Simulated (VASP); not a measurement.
# KI (Pm-3m) in VASP: further runs

The runs below take KI through single point, with r2SCAN.

Everything below comes from runs of VASP 6.6.1. Logs are shortened: lines on timing, memory, paths and dates and some standing lists are left out, and cuts for length are marked.

## 1. Starting point

The structure is cubic, space group Pm-3m (No. 221). The conventional cell has a = 4.291 Å, b = 4.291 Å, c = 4.291 Å, α = 90.00°, β = 90.00°, γ = 90.00°. Around I (site symmetry m-3m) lie 8 K at 3.72 Å. Around K (site symmetry m-3m) lie 8 I at 3.72 Å.

Measurements of this composition are mostly on another form, of space group No. 225.

## 2. Single point, r2SCAN

INCAR reads:

```
SYSTEM = KI
ADDGRID = .False.
ALGO = Normal
EDIFF = 1E-6
ENCUT = 450
ISIF = 2
ISMEAR = 0
LASPH = .False.
LCHARG = .False.
LMIXTAU = .True.
LREAL = .False.
LWAVE = .False.
METAGGA = R2SCAN
NBANDS = 15
NELM = 100
PREC = Accurate
SIGMA = 0.05
```

KPOINTS reads:

```
k-points
0
Gamma
  5 5 5
  0 0 0
```

POSCAR reads:

```
KI
1.0
    4.2911966600      0.0000000000      0.0000000000
    0.0000000000      4.2911966600      0.0000000000
    0.0000000000      0.0000000000      4.2911966600
I K
1 1
Direct
    0.5065330000      0.4906340000      0.4946390000
   -0.0062690000      0.0032140000     -0.0010130000
```

Potentials or basis: VASP PAW PBE potentials, release 64 (I, K_sv).

The run is started by

```
> cat potpaw_PBE.64/I/POTCAR potpaw_PBE.64/K_sv/POTCAR > POTCAR
> mpirun -np 1 vasp_std > vasp.out
```

OUTCAR:

```text
SYSTEM = KI
   EDIFF = 1E-6
   ENCUT = 450
   ISIF = 2
   ISMEAR = 0
   LASPH = .False.
   LREAL = .False.
   METAGGA = R2SCAN
   NELM = 100
   PREC = Accurate
     LASPH = .TRUE.)

 Found     63 irreducible k-points:

 Following reciprocal coordinates:
            Coordinates               Weight
  0.000000  0.000000  0.000000      1.000000
  0.200000  0.000000  0.000000      2.000000
  0.000000  0.200000  0.000000      2.000000
  0.000000  0.000000  0.200000      2.000000
  0.400000  0.000000  0.000000      2.000000
  0.000000  0.400000  0.000000      2.000000
   k-points           NKPTS =     63   k-points in BZ     NKDIM =     63   number of bands    NBANDS=     15
   number of dos      NEDOS =    301   number of ions     NIONS =      2
   total plane-waves  NPLWV =  27000
   dimension x,y,z NGX =    30 NGY =   30 NGZ =   30
   dimension x,y,z NGXF=    60 NGYF=   60 NGZF=   60
   ions per type =               1   1
   NGX,Y,Z   is equivalent  to a cutoff of  11.62, 11.62, 11.62 a.u.
   NGXF,Y,Z  is equivalent  to a cutoff of  23.24, 23.24, 23.24 a.u.
 SYSTEM =  KI
   PREC   = accura    normal or accurate (medium, high low for compatibility)
   ISTART =      0    job   : 0-new  1-cont  2-samecut
   ICHARG =      2    charge: 1-file 2-atom 10-const
   ISPIN  =      1    spin polarized calculation?
   LNONCOLLINEAR =      F non collinear calculations
   LSORBIT =      F    spin-orbit coupling
   LASPH  =      F    aspherical Exc in radial PAW
   ENCUT  =  450.0 eV  33.07 Ry    5.75 a.u.   7.42  7.42  7.42*2*pi/ulx,y,z
   NELM   =    100;   NELMIN=  2; NELMDL= -5     # of ELM steps
   EDIFF  = 0.1E-05   stopping-criterion for ELM
   LREAL  =      F    real-space projection
   EDIFFG = 0.1E-04   stopping-criterion for IOM
   NSW    =      0    number of steps for IOM
   IBRION =     -1    ionic relax: 0-MD 1-quasi-New 2-CG
   NFREE  =      0    steps in history (QN), initial steepest desc. (CG)
   ISIF   =      2    stress and relaxation
   ISYM   =      2    0-nonsym 1-usesym 2-fastsym
   POTIM  = 0.5000    time-step for ionic-motion
   TEBEG  =    0.0;   TEEND  =   0.0 temperature during run
   PSTRESS=    0.0 pullay stress
   NELECT =      16.0000    total number of electrons
   NUPDOWN=      -1.0000    fix difference up-down
   EMIN   =  10.00;   EMAX   =-10.00  energy-range for DOS
   EFERMI =   0.00;   METHOD = LEGACY
   ISMEAR =     0;   SIGMA  =   0.05  broadening in eV -4-tet -1-fermi 0-gaus
   EFERMI_NEDOS =   21; number of points for ismear=-14 and -15
   IALGO  =     38    algorithm
   IMIX   =      4    mixing-type and parameters
     AMIX     =   0.40;   BMIX     =  1.00
     AMIX_MAG =   1.60;   BMIX_MAG =  1.00
  volume/ion in A,a.u.               =      39.51       266.63
  Fermi-wavevector in a.u.,A,eV,Ry     =   0.961324  1.816639 12.573738  0.924144
  Thomas-Fermi vector in A             =   2.090686
   LORBIT       =      0    0 simple, 1 ext, 2 COOP (PROOUT), +10 PAW based schemes
   METAGGA = R2SCAN    functional components
   LHFCALC =     F    Hartree Fock is set to
   AEXX    =    0.0000 exact exchange contribution
   IVDW    =     0    specifies the selected vdW correction
   LEPSILON=     F    determine dielectric tensor
   LRPA    =     F    only Hartree local field effects (RPA)
 non-spin polarized calculation
 Gauss-broadening in eV      SIGMA  =   0.05
  energy-cutoff  :      450.00
  volume of cell :       79.02
 maximum number of plane-waves:      1743
 NGX is ok and might be reduce to    30
   NGX = 15   NGY = 15   NGZ = 15

 number of electron      15.9999999 magnetization

 Free energy of the ion-electron system (eV)
  ---------------------------------------------------
  ext. energy  EPLUGINS =         0.00000000
  ---------------------------------------------------
  free energy    TOTEN  =       -33.85982332 eV

  energy without entropy =      -33.85982332  energy(sigma->0) =      -33.85982332

 E-fermi :   0.8233     XC(G=0):  -8.0454

 val. band max:        0.5198724973   @ k =   0.0000  -0.4000   0.4000
 cond. band min:       4.6184060321   @ k =   0.0000   0.0000   0.0000
 fundamental gap:      4.0985335348
 Fermi energy:         0.8232681951

 k-point     1 :       0.0000    0.0000    0.0000
  band No.  band energies     occupation
      1     -30.0103      2.00000
      2     -12.6923      2.00000
      3     -12.6916      2.00000
      4     -12.6914      2.00000
      5     -10.9120      2.00000
      6       0.2074      2.00000
      7       0.2080      2.00000
      8       0.2087      2.00000
      9       4.6184      0.00000
     10       5.8347      0.00000
     11       5.8399      0.00000
     12       9.6749      0.00000
     13       9.6812      0.00000
     14       9.6824      0.00000
     15      11.7248      0.00000

 k-point     2 :       0.2000    0.0000    0.0000
  band No.  band energies     occupation
      1     -30.0087      2.00000
      2     -12.7511      2.00000
      3     -12.6879      2.00000
      4     -12.6875      2.00000
      5     -10.8024      2.00000
      6      -0.6216      2.00000
      7       0.2361      2.00000
      8       0.2366      2.00000
      9       5.3516      0.00000
     10       6.1287      0.00000
     11       6.8056      0.00000
     12       9.5537      0.00000
     13       9.5597      0.00000
     14       9.8499      0.00000
     15      10.4504      0.00000
[... 41 lines left out ...]
      3     -12.6815      2.00000
      4     -12.6812      2.00000
      5     -10.6253      2.00000
      6      -1.5868      2.00000
      7       0.2818      2.00000
      8       0.2833      2.00000
      9       6.4572      0.00000
     10       6.9488      0.00000
     11       8.2251      0.00000
     12       8.6740      0.00000
     13       9.6494      0.00000
     14       9.6625      0.00000
     15      10.1957      0.00000

 k-point     6 :       0.0000    0.4000    0.0000
  band No.  band energies     occupation
      1     -30.0062      2.00000
      2     -12.8384      2.00000
      3     -12.6815      2.00000
      4     -12.6812      2.00000
      5     -10.6253      2.00000
      6      -1.5868      2.00000
      7       0.2817      2.00000
      8       0.2833      2.00000
      9       6.4571      0.00000
     10       6.9489      0.00000
     11       8.2249      0.00000
     12       8.6735      0.00000
     13       9.6494      0.00000
     14       9.6631      0.00000
     15      10.1958      0.00000

 [... further k-points ...]

------------------------ aborting loop because EDIFF is reached ----------------------------------------

  FORCE on cell =-STRESS in cart. coord.  units (eV):
  Direction    XX          YY          ZZ          XY          YZ          ZX
  --------------------------------------------------------------------------------------
  -------------------------------------------------------------------------------------
  Total        0.0492600      0.0495731      0.0513155     -0.0118627      0.0040257     -0.0042081
  in kB        0.9987798      1.0051278      1.0404559     -0.2405248      0.0816228     -0.0853216
  external PRESSURE =       1.0147878 kB  Pullay stress =       0.0000000 kB

 VOLUME and BASIS-vectors are now :
 -----------------------------------------------------------------------------
  energy-cutoff  :      450.00
  volume of cell :       79.02
      direct lattice vectors                 reciprocal lattice vectors
     4.291196660  0.000000000  0.000000000     0.233035230  0.000000000  0.000000000
     0.000000000  4.291196660  0.000000000     0.000000000  0.233035230  0.000000000
     0.000000000  0.000000000  4.291196660     0.000000000  0.000000000  0.233035230

 POSITION                                       TOTAL-FORCE (eV/Angst)
 -----------------------------------------------------------------------------------
      2.17363      2.10541      2.12259        -0.035247      0.034508      0.012254
      4.26430      0.01379      4.28685         0.035247     -0.034508     -0.012254
 -----------------------------------------------------------------------------------
    total drift:                               -0.000234     -0.000676     -0.000253

  FREE ENERGIE OF THE ION-ELECTRON SYSTEM (eV)
  ---------------------------------------------------
  free  energy   TOTEN  =       -33.8598233178 eV

  energy  without entropy=      -33.8598233178  energy(sigma->0) =      -33.85982332
```

stdout:

```text
POSCAR found type information on POSCAR I K
 POSCAR found :  2 types and       2 ions
 scaLAPACK will be used
 -----------------------------------------------------------------------------
|                                                                             |
|                                                                             |
|     You enforced a specific xc type in the INCAR file but a different       |
|     I HOPE YOU KNOW WHAT YOU ARE DOING!                                     |
|                                                                             |
 -----------------------------------------------------------------------------

 LDA part: xc-table for (None), standard interpolation
 POSCAR, INCAR and KPOINTS ok, starting setup
 FFT: planning ... GRIDC
 FFT: planning ... GRID_SOFT
 FFT: planning ... GRID
 WAVECAR not read
 entering main loop
```

Wall time 2.8 min (1 thread of Intel Xeon Platinum 8259CL at 2.50GHz (Skylake/Cascade Lake), shared host); peak memory 0.2 GiB.

The run converged, but some of its settings lie outside the range that counts as converged, so its numbers aren't taken as properties of the crystal.

Results:

* Free energy: -33.8598 eV
* Pressure: 0.1 GPa
* Largest force: 0.051 eV/Å
* Band gap on the k mesh: 4.10 eV, indirect (least direct gap 4.41 eV)

Caveat: the PAW data sets were made with another functional, which shifts forces and pressure a little; spin-orbit coupling is left out, which moves the levels of the heavy elements; an odd mesh through Γ misses points on the zone boundary, where band edges often lie.

## 3. Single point, r2SCAN

INCAR reads:

```
SYSTEM = KI
ADDGRID = .False.
ALGO = Normal
EDIFF = 1E-4
ENCUT = 450
ISIF = 2
ISMEAR = 0
LASPH = .True.
LCHARG = .False.
LMIXTAU = .True.
LREAL = Auto
LWAVE = .False.
METAGGA = R2SCAN
NBANDS = 15
NELM = 100
PREC = Normal
SIGMA = 0.05
```

KPOINTS is that of step 2.

POSCAR reads:

```
KI
1.0
    4.2911966600      0.0000000000      0.0000000000
    0.0000000000      4.2911966600      0.0000000000
    0.0000000000      0.0000000000      4.2911966600
I K
1 1
Direct
    0.5000000000      0.5000000000      0.5000000000
    0.0000000000      0.0000000000      0.0000000000
```

Potentials or basis: VASP PAW PBE potentials, release 64 (I, K_sv).

The run is started by

```
> cat potpaw_PBE.64/I/POTCAR potpaw_PBE.64/K_sv/POTCAR > POTCAR
> mpirun -np 1 vasp_std > vasp.out
```

Run time: 17 s. Hardware: 1 thread of Intel Xeon Platinum 8259CL at 2.50GHz (Skylake/Cascade Lake), shared host; peak memory 0.14 GiB.

These settings aren't checked as converged: the numbers below hold their error.

What came out:

- Free energy: -33.8616 eV
- Pressure: 0.1 GPa
- Band gap on the k mesh: 4.10 eV, indirect (least direct gap 4.41 eV)

Caveat: the PAW data sets were made with another functional, which shifts forces and pressure a little; spin-orbit coupling is left out, which moves the levels of the heavy elements; an odd mesh through Γ misses points on the zone boundary, where band edges often lie.

## 4. Single point, r2SCAN

INCAR is that of step 3.

KPOINTS is that of step 3.

POSCAR reads:

```
KI
1.0
    4.2911966600      0.0000000000      0.0000000000
    0.0000000000      4.2911966600      0.0000000000
    0.0000000000      0.0000000000      4.2911966600
I K
1 1
Direct
    0.5065330000      0.4906340000      0.4946390000
   -0.0062690000      0.0032140000     -0.0010130000
```

The run is started by

```
> cat potpaw_PBE.64/I/POTCAR potpaw_PBE.64/K_sv/POTCAR > POTCAR
> mpirun -np 1 vasp_std > vasp.out
```

Wall time 60 s (1 thread of Intel Xeon Platinum 8259CL at 2.50GHz (Skylake/Cascade Lake), shared host); peak memory 0.17 GiB.

The run converged, but some of its settings lie outside the range that counts as converged, so its numbers aren't taken as properties of the crystal.

What came out:

```
Free energy            : -33.8605 eV
Pressure               : 0.1 GPa
Largest force          : 0.051 eV/Å
Band gap on the k mesh : 4.10 eV, indirect (least direct gap 4.42 eV)
```

Caveat: the PAW data sets were made with another functional, which shifts forces and pressure a little; spin-orbit coupling is left out, which moves the levels of the heavy elements; an odd mesh through Γ misses points on the zone boundary, where band edges often lie.

## 5. Single point, r2SCAN

INCAR reads:

```
SYSTEM = KI
ADDGRID = .False.
ALGO = Normal
EDIFF = 1E-6
ENCUT = 350
ISIF = 2
ISMEAR = 0
LASPH = .True.
LCHARG = .False.
LMIXTAU = .True.
LREAL = .False.
LWAVE = .False.
METAGGA = R2SCAN
NBANDS = 15
NELM = 100
PREC = Accurate
SIGMA = 0.05
```

KPOINTS reads:

```
k-points
0
Gamma
  6 6 6
  0 0 0
```

POSCAR reads:

```
KI
1.0
    4.2911966600      0.0000000000      0.0000000000
    0.0000000000      4.2911966600      0.0000000000
    0.0000000000      0.0000000000      4.2911966600
I K
1 1
Direct
    0.5000000000      0.5000000000      0.5000000000
    0.0000000000      0.0000000000      0.0000000000
```

The run is started by

```
> cat potpaw_PBE.64/I/POTCAR potpaw_PBE.64/K_sv/POTCAR > POTCAR
> mpirun -np 1 vasp_std > vasp.out
```

Run time: 57 s. Hardware: 1 thread of Intel Xeon Platinum 8259CL at 2.50GHz (Skylake/Cascade Lake), shared host; peak memory 0.17 GiB.

The run converged, but some of its settings lie outside the range that counts as converged, so its numbers aren't taken as properties of the crystal.

What came out:

* Free energy: -33.8624 eV
* Pressure: 0.0 GPa
* Band gap on the k mesh: 4.04 eV, indirect (least direct gap 4.41 eV)

Caveat: the PAW data sets were made with another functional, which shifts forces and pressure a little; spin-orbit coupling is left out, which moves the levels of the heavy elements.

## 6. Single point, r2SCAN

INCAR is that of step 5.

KPOINTS is that of step 5.

POSCAR reads:

```
KI
1.0
    4.2911966600      0.0000000000      0.0000000000
    0.0000000000      4.2911966600      0.0000000000
    0.0000000000      0.0000000000      4.2911966600
I K
1 1
Direct
    0.5065330000      0.4906340000      0.4946390000
   -0.0062690000      0.0032140000     -0.0010130000
```

Potentials or basis: VASP PAW PBE potentials, release 64 (I, K_sv).

The run is started by

```
> cat potpaw_PBE.64/I/POTCAR potpaw_PBE.64/K_sv/POTCAR > POTCAR
> mpirun -np 1 vasp_std > vasp.out
```

Run time: 4.4 min. Hardware: 1 thread of Intel Xeon Platinum 8259CL at 2.50GHz (Skylake/Cascade Lake), shared host; peak memory 0.22 GiB.

The run converged, but some of its settings lie outside the range that counts as converged, so its numbers aren't taken as properties of the crystal.

What came out:

```yaml
Free_energy: -33.8603 eV
Pressure: 0.0 GPa
Largest_force: 0.051 eV/Å
Band_gap_on_the_k_mesh: 4.04 eV, indirect (least direct gap 4.41 eV)
```

Caveat: the PAW data sets were made with another functional, which shifts forces and pressure a little; spin-orbit coupling is left out, which moves the levels of the heavy elements.
